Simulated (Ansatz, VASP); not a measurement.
**Two plane-wave programs on BN**

```
B N
1.0
     2.50400    0.00000    0.00000
    -1.25200    2.16853    0.00000
     0.00000    0.00000    6.66100
B N
2 2
Direct
  0.33333 0.66667 0.25000
  0.66667 0.33333 0.75000
  0.66667 0.33333 0.25000
  0.33333 0.66667 0.75000
```

Alike in both runs: task relaxation of cell and atoms; functional LDA; k mesh 12 × 12 × 4; no spin polarisation.

|  | VASP | Ansatz |
| --- | --- | --- |
| version | VASP 6.6.1 | Ansatz 0.2.0 |
| potentials or method | VASP PAW LDA potentials, release 64 (B, N) | scalar-relativistic, plane waves, PAW |
| plane-wave cutoff (eV) | 600 | 560 |
| occupations | gaussian, width 0.01 eV | fixed |
| valence electrons in the cell | 16 | 16 |

Ansatz gave:

| Property | Result |
| --- | --- |
| gap on the k mesh at the Fermi level, each at its own relaxed structure (eV) | 4.07 |
| relaxed volume (Å³/atom) | 8.71 |
| relaxed cell length with the largest relative difference (Å) | 6.493 |
| energy change over the relaxation (meV/atom) | -3 |

Q: Which values does VASP return?

A: gap on the k mesh at the Fermi level, each at its own relaxed structure (eV): 4.03; relaxed volume (Å³/atom): 8.64; relaxed cell length with the largest relative difference (Å): 6.436; energy change over the relaxation (meV/atom): -3.

A k mesh can miss the band edges. As with any semilocal functional, this LDA gap is likely too small.
